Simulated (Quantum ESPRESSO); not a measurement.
# In in Quantum ESPRESSO: notebook, part 2 of 2

Quantum ESPRESSO 7.5. Earlier steps stand in the parts before.

## 3. Work function, PBE

Input file pw.in:

```
&CONTROL
  calculation = 'scf'
  prefix = 'pwscf'
  outdir = './tmp'
  pseudo_dir = './pseudo'
  tprnfor = .true.
  disk_io = 'low'
/
&SYSTEM
  ibrav = 0
  celldm(1) = 8
  nat = 3
  ntyp = 1
  ecutwfc = 70
  nbnd = 28
  occupations = 'smearing'
  smearing = 'mp'
  degauss = 0.00183747
/
&ELECTRONS
  conv_thr = 3d-09
  electron_maxstep = 150
  mixing_beta = 0.3
  mixing_mode = 'local-TF'
/
ATOMIC_SPECIES
In   114.8180 In.upf
CELL_PARAMETERS alat
  0.7878940913652  -0.0000000000000   0.0000000000000
 -0.3939470456720   0.6823362986078   0.0000000000000
  0.0000000000000   0.0000000000000   4.8445828962010
ATOMIC_POSITIONS crystal
In     0.3333333300    0.6666666600    0.3656905620
In     0.6666666700    0.3333333400    0.5000000000
In     0.3333333300    0.6666666600    0.6343094380
K_POINTS automatic
9 9 1 0 0 0
```

Input file pp_density.in:

```
&INPUTPP
  prefix = 'pwscf'
  outdir = './tmp'
  filplot = 'density.dat'
  plot_num = 0
/
&PLOT
  nfile = 1
  filepp(1) = 'density.dat'
  iflag = 3
  output_format = 6
  fileout = 'density.cube'
/
```

Input file pp_potential.in:

```
&INPUTPP
  prefix = 'pwscf'
  outdir = './tmp'
  filplot = 'potential.dat'
  plot_num = 11
/
&PLOT
  nfile = 1
  filepp(1) = 'potential.dat'
  iflag = 3
  output_format = 6
  fileout = 'potential.cube'
/
```

Input file pp_elf.in:

```
&INPUTPP
  prefix = 'pwscf'
  outdir = './tmp'
  filplot = 'elf.dat'
  plot_num = 8
/
&PLOT
  nfile = 1
  filepp(1) = 'elf.dat'
  iflag = 3
  output_format = 6
  fileout = 'elf.cube'
/
```

Potentials or basis: PseudoDojo 0.4.1 SR PBE standard.

Run with:

```console
> OMP_NUM_THREADS=1 mpirun -n 2 pw.x -nk 2 -in pw.in > pw.out
> OMP_NUM_THREADS=1 mpirun -n 1 pp.x -in pp_density.in > pp_density.out
> OMP_NUM_THREADS=1 mpirun -n 1 pp.x -in pp_potential.in > pp_potential.out
> OMP_NUM_THREADS=1 mpirun -n 1 pp.x -in pp_elf.in > pp_elf.out
```

pw.out:

```text
This program is part of the open-source Quantum ESPRESSO suite
     for quantum simulation of materials; please cite
[... 6 lines left out ...]
     using ibrav=0 with symmetry is DISCOURAGED, use correct ibrav instead

     K-points division:     npool     =       2
     Subspace diagonalization in iterative solution of the eigenvalue problem:
     a serial algorithm will be used

     G-vector sticks info
     --------------------
     sticks:   dense  smooth     PW     G-vecs:    dense   smooth      PW
     Sum         769     769    223               105459   105459   16533

     Using Slab Decomposition

     bravais-lattice index     =            0
     lattice parameter (alat)  =       8.0000  a.u.
     unit-cell volume          =    1333.4989 (a.u.)^3
     number of atoms/cell      =            3
     number of atomic types    =            1
     number of electrons       =        39.00
     number of Kohn-Sham states=           28
     kinetic-energy cutoff     =      70.0000  Ry
     charge density cutoff     =     280.0000  Ry
     scf convergence threshold =      3.0E-09
     mixing beta               =       0.3000
     number of iterations used =            8  local-TF  mixing
[... 60 lines left out ...]

     negative rho (up, down):  1.034E-05 0.000E+00
     Starting wfcs are   27 randomized atomic wfcs +    1 random wfcs

     Self-consistent Calculation

     iteration #  1     ecut=    70.00 Ry     beta= 0.30
     Davidson diagonalization with overlap
     ethr =  1.00E-02,  avg # of iterations =  6.2

     Threshold (ethr) on eigenvalues was too large:
     Diagonalizing with lowered threshold

     Davidson diagonalization with overlap
     ethr =  1.05E-04,  avg # of iterations =  6.2

     total energy              =    -398.69514954 Ry
     estimated scf accuracy    <       0.04265063 Ry
[... 19 lines left out ...]
     total energy              =    -398.68835824 Ry
     estimated scf accuracy    <       0.00356776 Ry

     iteration #  5     ecut=    70.00 Ry     beta= 0.30
     Davidson diagonalization with overlap
     c_bands:  1 eigenvalues not converged
     ethr =  6.69E-06,  avg # of iterations =  5.2

     total energy              =    -398.68790191 Ry
     estimated scf accuracy    <       0.00212377 Ry

     iteration #  6     ecut=    70.00 Ry     beta= 0.30
     Davidson diagonalization with overlap
     ethr =  5.45E-06,  avg # of iterations =  4.0
[... 75 lines left out ...]
     iteration # 16     ecut=    70.00 Ry     beta= 0.30
     Davidson diagonalization with overlap
     ethr =  1.19E-11,  avg # of iterations =  4.1

     End of self-consistent calculation

          k = 0.0000 0.0000 0.0000 ( 13345 PWs)   bands (ev):

   -12.8341 -12.7928 -12.7928 -12.6774 -12.6750 -12.6529 -12.6529 -12.5791
   -12.5791 -12.5495 -12.5495 -12.4301 -12.4301 -12.4139 -12.4139  -7.1099
    -5.7493  -3.7963  -0.2641   2.6453   4.9980   5.5187   7.0072   7.0401
     9.5479  10.1437  10.6821  10.6821
[... 73 lines left out ...]
   -12.8000 -12.7759 -12.7261 -12.7022 -12.6752 -12.5585 -12.5531 -12.4990
   -12.4765 -12.4678 -12.4622 -12.4618 -12.4464 -12.4223 -12.4208  -1.0536
    -0.9719  -0.2358   0.5788   1.2103   1.8444   2.1601   2.9931   3.3369
     5.1354   6.2698   7.4994   8.1015

     the Fermi energy is     1.8813 ev

!    total energy              =    -398.68806107 Ry
     estimated scf accuracy    <          2.5E-10 Ry
     smearing contrib. (-TS)   =       0.00001188 Ry
     internal energy E=F+TS    =    -398.68807296 Ry

     The total energy is F=E-TS. E is the sum of the following terms:
     one-electron contribution =   -1453.91445455 Ry
     hartree contribution      =     747.15350621 Ry
     xc contribution           =    -120.11094227 Ry
     ewald contribution        =     428.18381766 Ry

     convergence has been achieved in  16 iterations

     Forces acting on atoms (cartesian axes, Ry/au):

     atom    1 type  1   force =     0.00000000    0.00000000   -0.00030396
     atom    2 type  1   force =     0.00000000   -0.00000000    0.00000000
     atom    3 type  1   force =     0.00000000   -0.00000000    0.00030396

     Total force =     0.000430     Total SCF correction =     0.000129
     SCF correction compared to forces is large: reduce conv_thr to get better values

=------------------------------------------------------------------------------=
   JOB DONE.
=------------------------------------------------------------------------------=
```

pp_density.out:

```text
This program is part of the open-source Quantum ESPRESSO suite
     for quantum simulation of materials; please cite
         "P. Giannozzi et al., J. Phys.:Condens. Matter 21 395502 (2009);
         "P. Giannozzi et al., J. Phys.:Condens. Matter 29 465901 (2017);
         "P. Giannozzi et al., J. Chem. Phys. 152 154105 (2020);
     in publications or presentations arising from this work. More details at

     IMPORTANT: XC functional enforced from input :
     Exchange-correlation= PBE
                           (   1   4   3   4   0   0   0)
     Any further DFT definition will be discarded
     Please, verify this is what you really want

     G-vector sticks info
     --------------------
     sticks:   dense  smooth     PW     G-vecs:    dense   smooth      PW
     Sum         769     769    223               105459   105459   16533

     Using Slab Decomposition

     Calling punch_plot, plot_num =   0
     Writing data to file  density.dat
     Reading data from file  density.dat

     Writing data to be plotted to file density.cube
     Plot Type: 3D                     Output format: Gaussian cube

=------------------------------------------------------------------------------=
   JOB DONE.
=------------------------------------------------------------------------------=
```

It took 88 s on 2 MPI ranks of Arm Neoverse V1, shared host; peak memory 0.42 GiB.

What came out:

```
Free energy                     : -5424.4274 eV
Largest force                   : 0.008 eV/Å
Band gap on the k mesh          : none (metal or under the smearing width)
Work function of the upper face : 3.82 eV
Work function of the lower face : 3.82 eV
```

Forces in eV/Å, atoms in the order of the input:
```
In   0.000  0.000 -0.008
In   0.000  0.000  0.000
In   0.000  0.000  0.008
```

## 4. Work function, PBE

pw.in: that of step 3 with these lines changed.

```diff
@@ -17,3 +17,3 @@
   smearing = 'mp'
-  degauss = 0.00183747
+  degauss = 0.00367493
 /
```

pp_density.in is that of step 3.

pp_potential.in is that of step 3.

pp_elf.in is that of step 3.

Potentials or basis: PseudoDojo 0.4.1 SR PBE standard.

Run with:

```console
> OMP_NUM_THREADS=1 mpirun -n 2 pw.x -nk 2 -in pw.in > pw.out
> OMP_NUM_THREADS=1 mpirun -n 1 pp.x -in pp_density.in > pp_density.out
> OMP_NUM_THREADS=1 mpirun -n 1 pp.x -in pp_potential.in > pp_potential.out
> OMP_NUM_THREADS=1 mpirun -n 1 pp.x -in pp_elf.in > pp_elf.out
```

pw.out:

```text
This program is part of the open-source Quantum ESPRESSO suite
     for quantum simulation of materials; please cite
         "P. Giannozzi et al., J. Phys.:Condens. Matter 21 395502 (2009);
         "P. Giannozzi et al., J. Phys.:Condens. Matter 29 465901 (2017);
         "P. Giannozzi et al., J. Chem. Phys. 152 154105 (2020);
     in publications or presentations arising from this work. More details at

     Message from routine setup:
     using ibrav=0 with symmetry is DISCOURAGED, use correct ibrav instead

     K-points division:     npool     =       2
     Subspace diagonalization in iterative solution of the eigenvalue problem:
     a serial algorithm will be used

     G-vector sticks info
     --------------------
     sticks:   dense  smooth     PW     G-vecs:    dense   smooth      PW
     Sum         769     769    223               105459   105459   16533

     Using Slab Decomposition

     bravais-lattice index     =            0
     lattice parameter (alat)  =       8.0000  a.u.
     unit-cell volume          =    1333.4989 (a.u.)^3
     number of atoms/cell      =            3
     number of atomic types    =            1
     number of electrons       =        39.00
     number of Kohn-Sham states=           28
     kinetic-energy cutoff     =      70.0000  Ry
     charge density cutoff     =     280.0000  Ry
     scf convergence threshold =      3.0E-09
     mixing beta               =       0.3000
     number of iterations used =            8  local-TF  mixing
     Exchange-correlation= PBE
                           (   1   4   3   4   0   0   0)

     celldm(1)=   8.000000  celldm(2)=   0.000000  celldm(3)=   0.000000
     celldm(4)=   0.000000  celldm(5)=   0.000000  celldm(6)=   0.000000

     crystal axes: (cart. coord. in units of alat)
               a(1) = (   0.787894  -0.000000   0.000000 )
               a(2) = (  -0.393947   0.682336   0.000000 )
               a(3) = (   0.000000   0.000000   4.844583 )

     reciprocal axes: (cart. coord. in units 2 pi/alat)
               b(1) = (  1.269206  0.732776 -0.000000 )
               b(2) = (  0.000000  1.465553 -0.000000 )
               b(3) = ( -0.000000 -0.000000  0.206416 )

     PseudoPot. # 1 for In read from file:
     In.upf
     Pseudo is Norm-conserving + core correction, Zval = 13.0
     Generated using ONCVPSP code by D. R. Hamann
     Using radial grid of 1964 points,  6 beta functions with:
                l(1) =   0
                l(2) =   0
                l(3) =   1
                l(4) =   1
                l(5) =   2
                l(6) =   2

     atomic species   valence    mass     pseudopotential
     In               13.00   114.81800     In( 1.00)

     12 Sym. Ops. (no inversion) found

   Cartesian axes

     site n.     atom                  positions (alat units)
         1        In     tau(   1) = (   0.0000000   0.4548909   1.7716182  )
         2        In     tau(   2) = (   0.3939470   0.2274454   2.4222914  )
         3        In     tau(   3) = (   0.0000000   0.4548909   3.0729647  )

     number of k points=    12  Methfessel-Paxton smearing, width (Ry)=  0.0037
                       cart. coord. in units 2pi/alat
        k(    1) = (   0.0000000   0.0000000   0.0000000), wk =   0.0246914
        k(    2) = (   0.0000000   0.1628392   0.0000000), wk =   0.1481481
        k(    3) = (   0.0000000   0.3256784   0.0000000), wk =   0.1481481
        k(    4) = (   0.0000000   0.4885177   0.0000000), wk =   0.1481481
        k(    5) = (   0.0000000   0.6513569   0.0000000), wk =   0.1481481
        k(    6) = (   0.1410229   0.2442588   0.0000000), wk =   0.1481481
        k(    7) = (   0.1410229   0.4070981   0.0000000), wk =   0.2962963
        k(    8) = (   0.1410229   0.5699373   0.0000000), wk =   0.2962963
        k(    9) = (   0.1410229   0.7327765   0.0000000), wk =   0.1481481
        k(   10) = (   0.2820458   0.4885177   0.0000000), wk =   0.1481481
        k(   11) = (   0.2820458   0.6513569   0.0000000), wk =   0.2962963
        k(   12) = (   0.4230687   0.7327765   0.0000000), wk =   0.0493827

     Dense  grid:   105459 G-vectors     FFT dimensions: (  36,  36, 216)

     Initial potential from superposition of free atoms

     starting charge      38.9883, renormalised to      39.0000

     negative rho (up, down):  1.034E-05 0.000E+00
     Starting wfcs are   27 randomized atomic wfcs +    1 random wfcs

     Self-consistent Calculation

     iteration #  1     ecut=    70.00 Ry     beta= 0.30
     Davidson diagonalization with overlap
     ethr =  1.00E-02,  avg # of iterations =  6.2

     Threshold (ethr) on eigenvalues was too large:
     Diagonalizing with lowered threshold

     Davidson diagonalization with overlap
     ethr =  1.05E-04,  avg # of iterations =  6.2

     total energy              =    -398.69519869 Ry
     estimated scf accuracy    <       0.04336218 Ry
[... 42 lines left out ...]
     total energy              =    -398.68780551 Ry
     estimated scf accuracy    <       0.00039930 Ry

     iteration #  8     ecut=    70.00 Ry     beta= 0.30
     Davidson diagonalization with overlap
     c_bands:  1 eigenvalues not converged
     ethr =  1.02E-06,  avg # of iterations =  5.8

     negative rho (up, down):  9.897E-04 0.000E+00

     total energy              =    -398.68799069 Ry
     estimated scf accuracy    <       0.00012655 Ry
[... 62 lines left out ...]
     iteration # 16     ecut=    70.00 Ry     beta= 0.30
     Davidson diagonalization with overlap
     ethr =  5.81E-11,  avg # of iterations =  3.0

     End of self-consistent calculation

          k = 0.0000 0.0000 0.0000 ( 13345 PWs)   bands (ev):

   -12.8409 -12.8014 -12.8014 -12.6803 -12.6779 -12.6589 -12.6589 -12.5830
   -12.5830 -12.5541 -12.5541 -12.4331 -12.4331 -12.4174 -12.4174  -7.1160
    -5.7534  -3.8006  -0.2672   2.6432   4.9986   5.5232   7.0126   7.0411
     9.5503  10.1456  10.6760  10.6761
[... 73 lines left out ...]
   -12.8063 -12.7826 -12.7314 -12.7103 -12.6838 -12.5615 -12.5562 -12.5027
   -12.4804 -12.4717 -12.4662 -12.4659 -12.4496 -12.4256 -12.4253  -1.0602
    -0.9771  -0.2396   0.5722   1.2060   1.8400   2.1552   2.9890   3.3314
     5.1327   6.2661   7.4960   8.0983

     the Fermi energy is     1.8666 ev

!    total energy              =    -398.68802522 Ry
     estimated scf accuracy    <          1.2E-09 Ry
     smearing contrib. (-TS)   =       0.00003069 Ry
     internal energy E=F+TS    =    -398.68805591 Ry

     The total energy is F=E-TS. E is the sum of the following terms:
     one-electron contribution =   -1453.90139660 Ry
     hartree contribution      =     747.14039243 Ry
     xc contribution           =    -120.11086940 Ry
     ewald contribution        =     428.18381766 Ry

     convergence has been achieved in  16 iterations

     Forces acting on atoms (cartesian axes, Ry/au):

     atom    1 type  1   force =     0.00000000   -0.00000000   -0.00058469
     atom    2 type  1   force =     0.00000000    0.00000000    0.00000000
     atom    3 type  1   force =     0.00000000    0.00000000    0.00058469

     Total force =     0.000827     Total SCF correction =     0.000206
     SCF correction compared to forces is large: reduce conv_thr to get better values

=------------------------------------------------------------------------------=
   JOB DONE.
=------------------------------------------------------------------------------=
```

pp_potential.out:

```text
This program is part of the open-source Quantum ESPRESSO suite
     for quantum simulation of materials; please cite
         "P. Giannozzi et al., J. Phys.:Condens. Matter 21 395502 (2009);
         "P. Giannozzi et al., J. Phys.:Condens. Matter 29 465901 (2017);
         "P. Giannozzi et al., J. Chem. Phys. 152 154105 (2020);
     in publications or presentations arising from this work. More details at

     IMPORTANT: XC functional enforced from input :
     Exchange-correlation= PBE
                           (   1   4   3   4   0   0   0)
     Any further DFT definition will be discarded
     Please, verify this is what you really want

     G-vector sticks info
     --------------------
     sticks:   dense  smooth     PW     G-vecs:    dense   smooth      PW
     Sum         769     769    223               105459   105459   16533

     Using Slab Decomposition

     Calling punch_plot, plot_num =  11
     Writing data to file  potential.dat
     Reading data from file  potential.dat

     Writing data to be plotted to file potential.cube
     Plot Type: 3D                     Output format: Gaussian cube

=------------------------------------------------------------------------------=
   JOB DONE.
=------------------------------------------------------------------------------=
```

Run time: 88 s. Hardware: 2 MPI ranks of Arm Neoverse V1, shared host; peak memory 0.42 GiB.

What came out:

| Item | Value |
| --- | --- |
| Free energy | -5424.4269 eV |
| Largest force | 0.015 eV/Å |
| Band gap on the k mesh | none (metal or under the smearing width) |
| Work function of the upper face | 3.84 eV |
| Work function of the lower face | 3.84 eV |

Forces in eV/Å, atoms in the order of the input:
```
In   0.000  0.000 -0.015
In   0.000  0.000  0.000
In   0.000  0.000  0.015
```

## 5. Summary

| smearing | gap on the mesh (eV) | largest force (eV/Å) | work function (eV) |
| --- | --- | --- | --- |
| methfessel-paxton 0.01 eV | none | 0.01 | 3.82 |
| methfessel-paxton 0.025 eV | none | 0.01 | 3.82 |
| methfessel-paxton 0.05 eV | none | 0.02 | 3.84 |

Alike in all rows: task work function; level PBE; potentials or basis PseudoDojo 0.4.1 SR PBE standard; no spin polarisation; cell as given; k mesh 9 × 9 × 1; cutoff (eV) 952.

Every run on the cell as given and a fine mesh finds a metal.

Absolute energies hang on the potentials; compare differences alone.
